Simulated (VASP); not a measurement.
A run of VASP 6.6.1:

Contents of INCAR:

```
PREC = Accurate ; ENCUT = 520
EDIFF = 1E-7 ; ISMEAR = 0
SIGMA = 0.1 ; LREAL = F
LASPH = T ; NELM = 60
ALGO = Fast ; ISIF = 2
LWAVE = F ; LCHARG = F
GGA = PS
```

The input KPOINTS:

```
Automatic mesh
0
Gamma
  18 18 10
```

The input POSCAR:

```
Ta
1.0
    2.9416827500      0.0000000000      0.0000000000
   -1.4708413800      2.5475719900      0.0000000000
    0.0000000000      0.0000000000      4.8037679400
Ta
2
Direct
    0.3333333300      0.6666666700      0.2500000000
    0.6666666700      0.3333333300      0.7500000000
```

Potentials or basis: VASP PAW PBE potentials, release 64 (Ta_pv).

Run with:

```console
$ cat potpaw_PBE.64/Ta_pv/POTCAR > POTCAR
$ mpirun -np 1 vasp_std > vasp.out
```

Hardware: 1 thread of Intel(R) Xeon(R) 6975P-C (Granite Rapids), on a shared host.

Question: How long does it take, and how much memory?

Answer: It took 43 s on 1 thread of Intel(R) Xeon(R) 6975P-C (Granite Rapids), with other jobs on the host, peak memory 0.23 GiB. Counts: scf iterations 16, k points 222.
